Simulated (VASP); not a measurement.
A run of VASP 6.6.1 is set up as follows.

File INCAR:

```
SYSTEM = BP
PREC = Accurate
ENCUT = 520
EDIFF = 1E-7
ISMEAR = -1
SIGMA = 0.05
LREAL = .FALSE.
LASPH = .TRUE.
NELM = 100
ALGO = Normal
ISIF = 2
LWAVE = .FALSE.
LCHARG = .FALSE.
GGA = PE
NBANDS = 16
```

The input KPOINTS:

```
Automatic mesh
0
G
  8 8 4
  0 0 0
```

The input POSCAR:

```
BP
1.0
    3.1568000000      0.0000000000      0.0000000000
    0.0000000000      3.1568000000      0.0000000000
    0.0000000000      0.0000000000      7.0025700000
B P
2 2
Direct
    0.0000000000      0.0000000000      0.0000000000
    0.5000000000      0.5000000000      0.0000000000
    0.5000000000      0.0000000000      0.8144700000
    0.0000000000      0.5000000000      0.1855300000
```

Potentials or basis: VASP PAW PBE potentials, release 64 (B, P).

Run with:

```bash
$ cat potpaw_PBE.64/B/POTCAR potpaw_PBE.64/P/POTCAR > POTCAR
$ mpirun -np 1 vasp_std > vasp.out
```

Estimate the largest force.

0.106 eV/Å.

What does it give for the band gap on the k mesh?

None (metal or under the smearing width).

Predict the pressure.

-0.2 GPa.

Stress tensor (GPa, compression positive):
```
 0.05  0.00  0.00
 0.00  0.05  0.00
 0.00  0.00 -0.66
```

Caveat: this functional lacks dispersion, which binds the layers, so the pressure and a relaxed spacing across them are unreliable.
